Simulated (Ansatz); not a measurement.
**Li: computed properties**

These are results of Ansatz 0.2.0, DFT PBE, scalar-relativistic, plane waves, PAW, not measurements.

Cutoff 420 eV; k points 16×16×16 on the computed 1-atom cell (Γ-centred); Gaussian smearing, width 0.10 eV; no spin polarisation.

The structure is relaxed at this level of theory with its symmetry kept.

Symmetry: Im-3m, No. 229, cubic system. The conventional cell has a = 3.432 Å, b = 3.432 Å, c = 3.432 Å, α = 90.00°, β = 90.00°, γ = 90.00°. Li (site symmetry m-3m) is surrounded by 8 Li at 2.97 Å.

```json
{"Volume per atom": "20.21 Å³", "Formation energy from the elements' standard states (uncorrected)": "0.000 eV/atom", "Kohn–Sham band gap": "none (metal)", "Density of states at the Fermi level": "0.47 states/eV per cell"}
```